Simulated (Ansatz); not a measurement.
# Ruthenium, diamond under PBEsol: from relaxation to bulk modulus

The plan for ruthenium in the diamond structure: relax it, solve it on a dense k-mesh, then scale the cell to 7 volumes from 88 to 112 % of the relaxed one and try a fit of the equation of state. Spin polarisation is left out. The k-meshes are 10×10×10 for the relaxation; 17×17×17 for the dense run; 11×11×11 for the volumes.

This is Ru in the diamond structure; at room conditions it is hcp.

Program: Ansatz 0.2.0. Level of theory: DFT PBEsol, plane waves (420 eV) with PAW, scalar-relativistic; the PAW data stem from PBE, with regenerated cores. These are calculated values, not measurements.

## Step 1: The structure to begin with

It takes space group Fd-3m (No. 227, cubic). The conventional cell has a = 5.270 Å, b = 5.270 Å, c = 5.270 Å, α = 90.00°, β = 90.00°, γ = 90.00°. Ru (site symmetry -43m) is surrounded by 4 Ru at 2.28 Å.

Coordinates:

```xyz
2
Lattice="0.0000 2.6352 2.6352 2.6352 0.0000 2.6352 2.6352 2.6352 0.0000" Properties=species:S:1:pos:R:3 pbc="T T T"
Ru    0.6588    0.6588    0.6588
Ru    4.6115    4.6115    4.6115
```

## Step 2: Relaxing cell and atoms

input.yaml

```yaml
crystal:
  lattice:
    - [0.0, 2.635171402, 2.635171402]
    - [2.635171402, 0.0, 2.635171402]
    - [2.635171402, 2.635171402, 0.0]
  atoms:
    - { symbol: Ru, position: [0.125, 0.125, 0.125] }
    - { symbol: Ru, position: [0.875, 0.875, 0.875] }
hamiltonian:
  xc: pbesol
  pseudopotentials:
    kind: paw
    azcp:
      Ru: "pseudopotentials/Ru.paw.azcp"
basis:
  ecutwfc: 420
  fft_grid_basis: typed
kpoints:
  mp_grid: { grid: [10, 10, 10], shift: [0, 0, 0] }
magnetization:
  spin_polarized: false
scf:
  occupations: { method: fermi_dirac, width: 0.1 }
relax:
  max_steps: 60
  f_tol: 0.01
  cell: {}
output:
  write_density: true
  write_potential: true
  elf: true
  volumetric_format: npy
```

The program printed:

```text
Warning: <dir> the record states the generating functional pbe (its physics header spells it `PBE`), which answers neither for hamiltonian.xc's functional nor for the pbesol family's — results may be inconsistent (PPs are generated against a specific XC)
Warning: RAYON_NUM_THREADS=2 ignored (pool sized by the plan → 2); use --threads N
Engine: ansatz 0.2.0, aarch64-unknown-linux-gnu
Pseudopotentials: kind: paw
Pseudopotential: Ru, paw, valence charge 16, recommended cutoff 420 eV (normal), <dir>
Functional definition: PBEsol
  exchange = pbesol_x
  correlation = pbesol_c
Crystal: 2 atoms, lattice volume = 36.598 Å³
Basis set: ecut = 420 eV, 725 PW (Γ), exchange–correlation on 50×50×50 points (8 copies of the dense FFT grid, shifted against one another)
Bands: 20, of which v1, the nominal top of the filled ones, is band 16 counted from 1 (15 counted from 0)
Symmetry: 48 space group operations
Space group: Fd-3m (ITA 227), of the structure as read, at distance tolerance 3.3e-5 Å
k-points: 47 of 1000
Non-local potential: Ru, projectors of the file, l = 0: 3, l = 1: 2, l = 2: 2, l = 3: 1
PAW form: soft (Blöchl's): semilocal exchange-correlation on the pseudo side does not see the compensation charge
PAW frozen core: Ru, regenerated for the run's functional, and the local potential with it (the file was generated under x = pbe(κ = 0.804, μ = 0.2195149727645171), c = pbe(β = 0.06672455060314922))
PAW one-centre angular grid: Ru, 590 points (default); XC on 64 Gauss nodes
Initial density: superposition of atomic densities (neutral atoms: chi_scale 0, normalization atom), corrected by the library's trained network
Initial wavefunctions: pseudopotential atomic-orbital guess
Functional: x = pbesol(κ = 0.804, μ = 0.12345679012345678), c = pbesol(β = 0.046)
SCF iter   1: F=—  HF=-11630.186095 eV  |F-HF|=—  |Δ(HF+E_count)|=         —  Δρ=4.26e-3  dr2=1.95e-3  ethr=1.77e-3  ⟨swp⟩=5.2  Hψ=4181  notcnv=0
preconditioner: auto → Kerker (q_TF=auto, 2.668 Å⁻¹)  [metal: Δε(μ)=0.074 eV  Ē_g=5.666 eV  σ=0.100 eV  W_gap=0.18  n_scr=14 (ndim 8)  ℏωp=24.6 eV  f_vac=0.000  D(μ)=1.57/eV (n_scr^D=14)]
SCF iter   2: F=—  HF=-11630.186253 eV  |F-HF|=—  |Δ(HF+E_count)|=   1.58e-4  Δρ=2.46e-3  dr2=7.31e-4  ethr=6.09e-6  ⟨swp⟩=2.1  Hψ=1673  notcnv=0
SCF iter   3: F=—  HF=-11630.186430 eV  |F-HF|=—  |Δ(HF+E_count)|=   1.76e-4  Δρ=3.60e-4  dr2=4.52e-5  ethr=2.28e-6  ⟨swp⟩=2.2  Hψ=1551  notcnv=0
SCF iter   4: F=—  HF=-11630.186439 eV  |F-HF|=—  |Δ(HF+E_count)|=   9.66e-6  Δρ=1.14e-4  dr2=6.07e-6  ethr=1.41e-7  ⟨swp⟩=1.9  Hψ=1162  notcnv=0
SCF iter   5: F=—  HF=-11630.186440 eV  |F-HF|=—  |Δ(HF+E_count)|=   7.96e-7  Δρ=3.33e-5  dr2=2.55e-7  ethr=1.90e-8  ⟨swp⟩=2.4  Hψ=1276  notcnv=0
SCF iter   6: F=-11630.186440 eV  HF=-11630.186440 eV  |F-HF|=8.73e-10  |Δ(HF+E_count)|=   3.35e-8  Δρ=4.14e-6  dr2=3.59e-9  ethr=3.13e-10  ⟨swp⟩=7.4  Hψ=5430  notcnv=0
SCF 1 converged in 6 iterations: F = -11630.186440 eV  dr2 = 3.59e-9
relax step   1: F+E_penalty+E_count = -11630.18644005 eV  Δ(F+E_penalty+E_count) = +0.000e0 eV  max|allowed force component| = 3.238e-17 eV/Å  Δτ_max = 0.0000 Å  P = +14.574 GPa  Ω = 36.598 Å³  (6 SCF iters, dr2 threshold 1.00e-7 eV, accepted)
Crystal: 2 atoms, lattice volume = 40.075 Å³
Basis set: ecut = 420 eV, 749 PW (Γ), exchange–correlation on 50×50×50 points (8 copies of the dense FFT grid, shifted against one another)
Initial density: handed on by an earlier stage of this run
Initial wavefunctions: those handed on with the density
iter 1 solved again at ethr=7.58e-6 eV; its pass at ethr=3.10e-3 eV (dr2=2.43e-3 eV) is discarded
SCF iter   1: F=—  HF=-11630.283908 eV  |F-HF|=—  |Δ(HF+E_count)|=         —  Δρ=4.95e-3  dr2=2.37e-3  ethr=7.58e-6  ⟨swp⟩=2.1  Hψ=5707  notcnv=0
preconditioner: auto → Kerker (q_TF=auto, 2.628 Å⁻¹)  [metal: Δε(μ)=0.083 eV  Ē_g=5.112 eV  σ=0.100 eV  W_gap=0.20  n_scr=14 (ndim 8)  ℏωp=23.5 eV  f_vac=0.000  D(μ)=1.78/eV (n_scr^D=14)]
SCF iter   2: F=—  HF=-11630.284689 eV  |F-HF|=—  |Δ(HF+E_count)|=   7.80e-4  Δρ=2.75e-3  dr2=7.88e-4  ethr=7.39e-6  ⟨swp⟩=1.0  Hψ=940  notcnv=0
SCF iter   3: F=—  HF=-11630.285033 eV  |F-HF|=—  |Δ(HF+E_count)|=   3.44e-4  Δρ=2.08e-4  dr2=1.01e-5  ethr=2.46e-6  ⟨swp⟩=1.0  Hψ=940  notcnv=0
SCF iter   4: F=—  HF=-11630.285039 eV  |F-HF|=—  |Δ(HF+E_count)|=   6.24e-6  Δρ=2.99e-5  dr2=3.42e-7  ethr=3.16e-8  ⟨swp⟩=2.9  Hψ=1630  notcnv=0
iter 5 did not close the SCF: its close was put off for the readings that it lacked (scf_convergence_deferred on its scf_iter line)
SCF iter   5: F=-11630.285039 eV  HF=-11630.285039 eV  |F-HF|=9.31e-9  |Δ(HF+E_count)|=   9.90e-8  Δρ=1.07e-5  dr2=7.12e-8  ethr=1.07e-9  ⟨swp⟩=2.1  Hψ=1286  notcnv=0
SCF iter   6: F=-11630.285040 eV  HF=-11630.285040 eV  |F-HF|=7.22e-10  |Δ(HF+E_count)|=   6.63e-9  Δρ=2.69e-6  dr2=3.04e-9  ethr=2.22e-10  ⟨swp⟩=5.6  Hψ=5553  notcnv=0
SCF 2 converged in 6 iterations: F = -11630.285040 eV  dr2 = 3.04e-9
relax step   2: F+E_penalty+E_count = -11630.28503950 eV  Δ(F+E_penalty+E_count) = -9.860e-2 eV  max|allowed force component| = 1.388e-16 eV/Å  Δτ_max = 0.0000 Å  P = -3.891 GPa  Ω = 40.075 Å³  energy of the carried Pulay correction = -8.213e-4 eV  (6 SCF iters, dr2 threshold 2.00e-7 eV, accepted)
Crystal: 2 atoms, lattice volume = 39.288 Å³
iter 1 solved again at ethr=4.26e-7 eV; its pass at ethr=3.10e-3 eV (dr2=1.36e-4 eV) is discarded
SCF iter   1: F=—  HF=-11630.296045 eV  |F-HF|=—  |Δ(HF+E_count)|=         —  Δρ=1.11e-3  dr2=1.25e-4  ethr=4.26e-7  ⟨swp⟩=2.8  Hψ=5603  notcnv=0
preconditioner: auto → Kerker (q_TF=auto, 2.637 Å⁻¹)  [metal: Δε(μ)=0.086 eV  Ē_g=5.229 eV  σ=0.100 eV  W_gap=0.21  n_scr=14 (ndim 8)  ℏωp=23.7 eV  f_vac=0.000  D(μ)=1.73/eV (n_scr^D=14)]
SCF iter   2: F=—  HF=-11630.296076 eV  |F-HF|=—  |Δ(HF+E_count)|=   3.14e-5  Δρ=6.16e-4  dr2=4.05e-5  ethr=3.90e-7  ⟨swp⟩=1.0  Hψ=940  notcnv=0
SCF iter   3: F=—  HF=-11630.296090 eV  |F-HF|=—  |Δ(HF+E_count)|=   1.36e-5  Δρ=4.45e-5  dr2=3.70e-7  ethr=1.27e-7  ⟨swp⟩=1.0  Hψ=940  notcnv=0
iter 4 did not close the SCF: its close was put off for the readings that it lacked (scf_convergence_deferred on its scf_iter line)
SCF iter   4: F=-11630.296090 eV  HF=-11630.296090 eV  |F-HF|=1.15e-8  |Δ(HF+E_count)|=   1.39e-7  Δρ=8.81e-6  dr2=1.85e-8  ethr=1.16e-9  ⟨swp⟩=2.5  Hψ=1684  notcnv=0
iter 5 did not close the SCF: its close was put off for the readings that it lacked (scf_convergence_deferred on its scf_iter line)
SCF iter   5: F=-11630.296090 eV  HF=-11630.296090 eV  |F-HF|=5.49e-10  |Δ(HF+E_count)|=   1.26e-8  Δρ=1.87e-6  dr2=1.23e-9  ethr=5.77e-11  ⟨swp⟩=2.3  Hψ=1287  notcnv=0
SCF iter   6: F=-11630.296090 eV  HF=-11630.296090 eV  |F-HF|=1.82e-12  |Δ(HF+E_count)|=  7.19e-10  Δρ=4.39e-7  dr2=1.03e-10  ethr=3.85e-12  ⟨swp⟩=4.8  Hψ=4968  notcnv=0
SCF 3 converged in 6 iterations: F = -11630.296090 eV  dr2 = 1.03e-10
relax step   3: F+E_penalty+E_count = -11630.29609007 eV  Δ(F+E_penalty+E_count) = -1.105e-2 eV  max|allowed force component| = 1.665e-16 eV/Å  Δτ_max = 0.0000 Å  P = -0.476 GPa  Ω = 39.288 Å³  energy of the carried Pulay correction = -6.421e-4 eV  (6 SCF iters, dr2 threshold 2.00e-7 eV, accepted)
Crystal: 2 atoms, lattice volume = 39.181 Å³
iter 1 solved again at ethr=6.72e-9 eV; its pass at ethr=3.10e-3 eV (dr2=2.15e-6 eV) is discarded
SCF iter   1: F=—  HF=-11630.296263 eV  |F-HF|=—  |Δ(HF+E_count)|=         —  Δρ=1.51e-4  dr2=2.20e-6  ethr=6.72e-9  ⟨swp⟩=3.1  Hψ=5464  notcnv=0
preconditioner: auto → Kerker (q_TF=auto, 2.638 Å⁻¹)  [metal: Δε(μ)=0.085 eV  Ē_g=5.245 eV  σ=0.100 eV  W_gap=0.20  n_scr=14 (ndim 8)  ℏωp=23.7 eV  f_vac=0.000  D(μ)=1.72/eV (n_scr^D=14)]
SCF iter   2: F=—  HF=-11630.296267 eV  |F-HF|=—  |Δ(HF+E_count)|=   4.66e-6  Δρ=8.42e-5  dr2=7.33e-7  ethr=6.72e-9  ⟨swp⟩=1.0  Hψ=940  notcnv=0
iter 3 did not close the SCF: its close was put off for the readings that it lacked (scf_convergence_deferred on its scf_iter line)
SCF iter   3: F=-11630.296268 eV  HF=-11630.296268 eV  |F-HF|=3.14e-9  |Δ(HF+E_count)|=   2.75e-7  Δρ=6.00e-6  dr2=7.04e-9  ethr=2.29e-9  ⟨swp⟩=1.0  Hψ=940  notcnv=0
iter 4 did not close the SCF: its close was put off for the readings that it lacked (scf_convergence_deferred on its scf_iter line)
SCF iter   4: F=-11630.296268 eV  HF=-11630.296268 eV  |F-HF|=7.46e-11  |Δ(HF+E_count)|=   3.69e-9  Δρ=8.89e-7  dr2=2.94e-10  ethr=2.20e-11  ⟨swp⟩=3.0  Hψ=1844  notcnv=0
iter 5 did not close the SCF: its close was put off for the readings that it lacked (scf_convergence_deferred on its scf_iter line)
SCF iter   5: F=-11630.296268 eV  HF=-11630.296268 eV  |F-HF|=1.09e-11  |Δ(HF+E_count)|=  1.11e-10  Δρ=3.07e-7  dr2=4.22e-11  ethr=1.00e-12  ⟨swp⟩=1.7  Hψ=1057  notcnv=0
SCF iter   6: F=-11630.296268 eV  HF=-11630.296268 eV  |F-HF|=0.00e0  |Δ(HF+E_count)|=  1.46e-11  Δρ=6.91e-8  dr2=2.47e-12  ethr=1.00e-12  ⟨swp⟩=4.1  Hψ=3986  notcnv=0
SCF 4 converged in 6 iterations: F = -11630.296268 eV  dr2 = 2.47e-12
relax step   4: F+E_penalty+E_count = -11630.29626765 eV  Δ(F+E_penalty+E_count) = -1.776e-4 eV  max|allowed force component| = 1.203e-16 eV/Å  Δτ_max = 0.0000 Å  P = +0.020 GPa  Ω = 39.181 Å³  energy of the carried Pulay correction = -6.174e-4 eV  (6 SCF iters, dr2 threshold 2.00e-7 eV, accepted)
Basis set: ecut = 420 eV, 749 PW (Γ), exchange–correlation on 54×54×54 points (8 copies of the dense FFT grid, shifted against one another)
Initial wavefunctions: pseudopotential atomic-orbital guess (no wavefunctions were taken with the density)
iter 1 solved again at ethr=2.63e-7 eV; its pass at ethr=3.10e-3 eV (dr2=8.41e-5 eV) is discarded
SCF iter   1: F=—  HF=-11630.296787 eV  |F-HF|=—  |Δ(HF+E_count)|=         —  Δρ=2.20e-4  dr2=7.44e-7  ethr=2.63e-7  ⟨swp⟩=3.0  Hψ=6514  notcnv=0
SCF iter   2: F=—  HF=-11630.296810 eV  |F-HF|=—  |Δ(HF+E_count)|=   2.30e-5  Δρ=1.13e-4  dr2=2.01e-7  ethr=2.33e-9  ⟨swp⟩=1.3  Hψ=992  notcnv=0
SCF iter   3: F=—  HF=-11630.296817 eV  |F-HF|=—  |Δ(HF+E_count)|=   7.35e-6  Δρ=1.62e-6  dr2=1.76e-10  ethr=6.27e-10  ⟨swp⟩=1.3  Hψ=1147  notcnv=0
iter 4 did not close the SCF: its close was put off for the readings that it lacked (scf_convergence_deferred on its scf_iter line)
SCF iter   4: F=-11630.296817 eV  HF=-11630.296817 eV  |F-HF|=0.00e0  |Δ(HF+E_count)|=  6.82e-10  Δρ=3.23e-7  dr2=1.42e-11  ethr=1.00e-12  ⟨swp⟩=2.0  Hψ=1708  notcnv=0
iter 5 did not close the SCF: its close was put off for the readings that it lacked (scf_convergence_deferred on its scf_iter line)
SCF iter   5: F=-11630.296817 eV  HF=-11630.296817 eV  |F-HF|=3.64e-12  |Δ(HF+E_count)|=    0.00e0  Δρ=6.32e-8  dr2=6.52e-13  ethr=1.00e-12  ⟨swp⟩=1.0  Hψ=940  notcnv=0
iter 6 did not close the SCF: its close was put off for the readings that it lacked (scf_convergence_deferred on its scf_iter line)
SCF iter   6: F=-11630.296817 eV  HF=-11630.296817 eV  |F-HF|=1.82e-12  |Δ(HF+E_count)|=  1.82e-12  Δρ=1.12e-8  dr2=3.78e-14  ethr=1.00e-12  ⟨swp⟩=1.0  Hψ=940  notcnv=0
iter 7 did not close the SCF: its close was put off for the readings that it lacked (scf_convergence_deferred on its scf_iter line)
SCF iter   7: F=-11630.296817 eV  HF=-11630.296817 eV  |F-HF|=0.00e0  |Δ(HF+E_count)|=  1.82e-12  Δρ=4.51e-9  dr2=3.49e-15  ethr=1.00e-12  ⟨swp⟩=1.0  Hψ=940  notcnv=0
SCF iter   8: F=-11630.296817 eV  HF=-11630.296817 eV  |F-HF|=3.64e-12  |Δ(HF+E_count)|=  1.82e-12  Δρ=1.43e-9  dr2=9.44e-16  ethr=1.00e-12  ⟨swp⟩=2.2  Hψ=2833  notcnv=0
SCF 5 converged in 8 iterations: F = -11630.296817 eV  dr2 = 9.44e-16
relax step   5: F+E_penalty+E_count = -11630.29681735 eV  Δ(F+E_penalty+E_count) = -5.497e-4 eV  max|allowed force component| = 1.758e-16 eV/Å  Δτ_max = 0.0000 Å  P = +0.020 GPa  Ω = 39.181 Å³  stress off target by 1.99e-2 GPa  SCF on the basis re-selected at this cell (its energy is not comparable with the rows above)  (8 SCF iters)
basis re-selected at this cell: Δ(F+E_penalty+E_count) = -5.497e-4 eV, ΔP = +0.000 GPa vs the last step (what re-selecting the basis moved, of the pressure what is left beyond the Pulay correction that the steps carried, after the strain that the cell walked since its last selection, with what the two solves' SCF thresholds leave and, on support functions, any second-order correction that the steps lacked; it is no measure of the basis error at this ecutwfc). The dense FFT grid was sized anew with the basis: this SCF ran on 27×27×27 points, the steps before it on 25×25×25, so part of this shift can come from that change (see relax.cell in the input reference). This SCF's stress stands 1.99e-2 GPa from its target on what of the cell is left free (relax.cell.stress_tol is 5.00e-2 GPa) and its largest allowed force component is 1.76e-16 eV/Å (relax.f_tol is 1.00e-2 eV/Å): within both
SCF converged after 8 iterations
Free energy (F): -11630.296817 eV
Harris-Foulkes:  -11630.296817 eV  (|F-HF|=3.64e-12)
Internal energy: -11630.238850 eV  (E = F + TS)
E sigma→0 (E₀):  -11630.267834 eV
Entropy (-TS):   -0.057967 eV (-28.984 meV/atom)
Fermi energy:    14.706651 eV
--- Per-component energies (eV) ---
  E_band       = -377.105933
  E_kinetic    = 1030.347576
  E_local      = -3810.594415  (includes V_loc(G=0)·N_el)
  E_nonlocal   = 694.312214
  E_hartree    = 1315.573047
  E_xc         = -376.117909
  E_vxc        = -473.579510  (∫ρ·V_xc dr)
  E_paw        = -6801.200849  (= ΣΔE_a)
  E_vpaw       = -448.737457  (= ΣTr[D̂ρ^β])
  E_aug_tail   = -0.000437  (compensation charges beyond the density's cutoff)
  E_ewald      = -3683.064669
  E_core_change = 0.506592  (= ΣΔE_core)
  E_smearing   = -0.057967  (= −TS)
  E_closure    = 0.000000  (closes the sum)
  Σ components = -11630.296817   (vs F -11630.296817, Δ=0.00e0)
--- Forces (eV/Å), atoms counted from 1 ---
  atom   1  Ru     0.00000000     0.00000000     0.00000000
  atom   2  Ru    -0.00000000    -0.00000000    -0.00000000
  max |Σ_I F_I| component: 7.40e-17 eV/Å
--- Stress (GPa, compression-positive) ---
        0.019891       0.000000       0.000000
        0.000000       0.019891       0.000000
        0.000000       0.000000       0.019891
  P = ⅓ Tr σ = 0.0199 GPa (0.199 kbar)
--- Band table (eV; the first three rows and the last of 47) ---
  k-point 0: bands = ["-58.1994", "-57.6286", "-28.4637", "-28.4637", "-28.4637", "-27.4981", "-27.4981", "-27.4981", "8.9896", "10.7353", "10.7353", "11.3852", "11.3852", "11.3852", "14.2144", "14.2144", "14.2144", "16.6715", "16.6715", "27.2844"]
  k-point 1: bands = ["-58.1892", "-57.6392", "-28.4750", "-28.4750", "-28.4617", "-27.5003", "-27.4861", "-27.4861", "9.1774", "10.6437", "10.6437", "11.3806", "11.5407", "11.5407", "14.0553", "14.1847", "14.1847", "16.6637", "16.6637", "25.9225"]
  k-point 2: bands = ["-58.1605", "-57.6693", "-28.5033", "-28.5033", "-28.4568", "-27.5058", "-27.4561", "-27.4561", "9.6879", "10.5531", "10.5531", "11.4016", "11.7474", "11.7474", "13.6778", "14.1852", "14.1852", "16.6209", "16.6209", "23.6945"]
  k-point 46: bands = ["-57.9176", "-57.9176", "-28.6814", "-28.6814", "-27.9809", "-27.9809", "-27.2721", "-27.2721", "9.9726", "9.9726", "11.7404", "11.7404", "12.8452", "12.8452", "13.3268", "13.3268", "16.8927", "16.8927", "18.2558", "18.2558"]
--- Relaxed structure (4 steps of the walk, 4 accepted, 1 SCFs on fresh bases) ---
  F+E_penalty+E_count = -11630.29681735 eV   max|allowed force component| = 1.758e-16 eV/Å   (the final SCF, on the basis selected at the relaxed cell)
  cell:  # Å, volume = 39.1813 Å³
    - [-9.935975464146399e-34, 2.6957717555734817, 2.6957717555734817]
    - [2.6957717555734817, -1.4649194594574822e-33, 2.6957717555734817]
    - [2.6957717555734817, 2.6957717555734817, -1.5031347497041992e-33]
  atoms:
    - { symbol: Ru, position: [0.125, 0.125, 0.125] }
    - { symbol: Ru, position: [0.8750000000000001, 0.8750000000000001, 0.8750000000000001] }
```

Run time: 5.4 s. Hardware: 2 threads of an Arm CPU, shared host; peak memory 0.33 GiB.

Relaxation path:

```
step  energy change (meV/atom)  largest force (eV/Å)  pressure (GPa)  volume (Å³/atom)
   1                      0.00                0.0000           14.57            18.299
   2                    -49.30                0.0000           -3.89            20.037
   3                    -54.83                0.0000           -0.48            19.644
   4                    -54.91                0.0000            0.02            19.591
   5                    -55.19                0.0000            0.02            19.591
```

Steps that repeat a cell are solved on a basis chosen anew, so their changes of energy are no gain of the relaxation.

Changes in the cell that was computed:

|  | before | after | change |
| --- | --- | --- | --- |
| a (Å) | 3.727 | 3.812 | +2.3 % |
| b (Å) | 3.727 | 3.812 | +2.3 % |
| c (Å) | 3.727 | 3.812 | +2.3 % |
| volume (Å³/atom) | 18.299 | 19.591 | +7.1 % |
| shortest distance (Å) | 2.282 | 2.335 | +2.3 % |
| space group (spins left aside) | Fd-3m | Fd-3m | same |

[end of part 1 of 2]
